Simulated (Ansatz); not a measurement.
**Sn, before and after**

A trial structure of Sn was built thus: 4-connected net of one element (Im-3m, No. 229). Lengths were set from tabulated atomic sizes, so they are only a guess.

start.cif

```cif
data_structure
_symmetry_space_group_name_H-M 'Im-3m'
_symmetry_Int_Tables_number 229
_cell_length_a 7.8630
_cell_length_b 7.8630
_cell_length_c 7.8630
_cell_angle_alpha 90.000
_cell_angle_beta 90.000
_cell_angle_gamma 90.000
_cell_volume 486.15
loop_
_atom_site_label
_atom_site_type_symbol
_atom_site_symmetry_multiplicity
_atom_site_Wyckoff_symbol
_atom_site_fract_x
_atom_site_fract_y
_atom_site_fract_z
_atom_site_occupancy
Sn1 Sn 12 d 0.00000 0.50000 0.25000 1
```

All numbers below come from Ansatz 0.2.0, DFT PBE, scalar-relativistic, plane waves, PAW. Cutoff 420 eV, Gaussian smearing, Γ-centred meshes. Cell and atoms relax first on a coarse mesh and then on a finer one. In between, the cell is made exact in the group found at 0.06 Å. In metals the finer mesh still leaves noise of several meV/atom or more. The steps can't lower the symmetry of their start. No spin polarisation.

end.cif

```cif
data_structure
_symmetry_space_group_name_H-M 'Im-3m'
_symmetry_Int_Tables_number 229
_cell_length_a 8.1999
_cell_length_b 8.1999
_cell_length_c 8.1999
_cell_angle_alpha 90.000
_cell_angle_beta 90.000
_cell_angle_gamma 90.000
_cell_volume 551.34
loop_
_atom_site_label
_atom_site_type_symbol
_atom_site_symmetry_multiplicity
_atom_site_Wyckoff_symbol
_atom_site_fract_x
_atom_site_fract_y
_atom_site_fract_z
_atom_site_occupancy
Sn1 Sn 12 d 0.00000 0.50000 0.25000 1
```

The symmetry stays Im-3m (No. 229). The volume per atom grows by 13.4 %, from 40.5 to 45.9 Å³. The shortest distance goes from 2.78 Å (Sn–Sn) to 2.90 Å (Sn–Sn).

| Property | Result |
| --- | --- |
| Volume per atom | 45.95 Å³ |
| Density | 4.29 g/cm³ |
| Energy over the standard state | +0.14 eV/atom |
| Gap on the 8×8×8 mesh of the 6-atom cell | 0 eV (the bands meet within 0.015 eV) |

Energies count from the standard state of Sn at the same level. The references include grey tin. It lies above the standard state, so it could only be metastable.

The last run used Gaussian smearing of 0.10 eV. The zero gap may come from the functional, which often closes small gaps, or the cell may be a true semimetal. Symmetry constrained the relaxation, so the result can be a saddle point. In all, the 3 runs took 100 s on 1 thread of Arm Neoverse V2, on a shared host.
